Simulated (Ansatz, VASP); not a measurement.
# Ag in VASP and in Ansatz

```
Ag
1.0
     2.93418    0.00000    0.00000
    -1.46709    2.54107    0.00000
     0.00000    0.00000    4.79908
Ag
2
Direct
  0.33333 0.66667 0.25000
  0.66667 0.33333 0.75000
```

Alike in both runs: task relaxation of cell and atoms; functional LDA; k mesh 18 × 18 × 10; occupations gaussian, width 0.1 eV; no spin polarisation.

|  | VASP | Ansatz |
| --- | --- | --- |
| version | VASP 6.6.1 | Ansatz 0.2.0 |
| potentials or method | VASP PAW LDA potentials, release 64 (Ag) | scalar-relativistic, plane waves, PAW |
| plane-wave cutoff (eV) | 600 | 420 |
| valence electrons in the cell | 22 | 38 |

Ansatz gave:

```
gap on the k mesh at the Fermi level, each at its own relaxed structure (eV) : none
relaxed volume (Å³/atom)                                                     : 16.05
relaxed cell length with the largest relative difference (Å)                 : 2.829
energy change over the relaxation (meV/atom)                                 : -71
```

Q: Which values does VASP return?

A: gap on the k mesh at the Fermi level, each at its own relaxed structure (eV): none; relaxed volume (Å³/atom): 16.07; relaxed cell length with the largest relative difference (Å): 2.831; energy change over the relaxation (meV/atom): -69.

A gap of «none» marks a metal or a gap that the smearing closes. The two sets of potentials don't hold the same shells in valence.

LDA usually gives volumes a few per cent too small. Zero-point motion and thermal expansion aren't in these numbers.
